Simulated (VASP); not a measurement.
TiO2:

```xyz
9
Lattice="2.9683 0.0000 0.0000 0.0002 4.7076 0.0000 1.4836 0.2424 7.0835" Properties=species:S:1:pos:R:3 pbc="T T T"
Ti    0.0111    0.0020    0.0050
Ti    1.4933    2.3377    2.2452
Ti    2.9797    2.6161    4.8486
O     1.4969    0.9041    0.9105
O     2.9795    1.5111    3.2009
O     1.4967    1.6498    5.7110
O     2.9804    3.3042    1.3825
O     1.4963    3.4427    3.8925
O     2.9811    4.0496    6.1826
```

The cell comes from a database or a generator and needn't be the stable form of this composition.

```yaml
Program: VASP 6.6.1
Task: single point
Functional: PBE
Potentials_or_basis: VASP PAW PBE potentials, release 64 (Ti_sv, O)
Cutoff: 520 eV
k_mesh: 9 × 6 × 4
Occupations: fermi-dirac, width 0.05 eV
Spin: no spin polarisation
```

On this cell: pressure 4.4 GPa; largest force 0.183 eV/Å; band gap on the k mesh 2.24 eV, indirect (least direct gap 2.30 eV).

The same run follows on a disturbed copy (atoms moved at random, drawn with an rms of 0.05 Å):

```
Ti O
1.0
     2.96826    0.00000    0.00000
     0.00021    4.70761    0.00000
     1.48357    0.24235    7.08346
Ti O
3 6
Cartesian
  0.0386 -0.0030 0.0602
  1.4522 2.3173 2.2838
  3.0009 2.5769 4.8552
  1.5074 0.8817 0.8932
  3.0056 1.5223 3.2140
  1.4928 1.5981 5.7358
  3.0293 3.3292 1.4526
  1.4451 3.4198 3.8749
  2.9550 4.0397 6.1841
```

Task: What does the disturbed cell give?

Result: The energy moves by +14.4 meV/atom; pressure 5.9 GPa; largest force 1.195 eV/Å; band gap on the k mesh 2.25 eV, indirect (least direct gap 2.27 eV).

Forces on the atoms (eV/Å):
```
Ti  -0.008 -0.580 -0.713
Ti   0.222  0.475 -0.591
Ti  -0.029  0.377  0.939
O   -0.032  0.570  0.711
O   -0.501 -1.083  0.070
O   -0.148  0.622 -0.596
O   -0.303 -0.185 -0.213
O    0.620  0.244  0.479
O    0.180 -0.439 -0.087
```

Stress tensor (GPa, compression positive):
```
 5.82  1.58 -0.57
 1.58  5.60 -0.19
-0.57 -0.19  6.26
```

Caveats: an odd mesh through Γ misses points on the zone boundary, where band edges often lie.
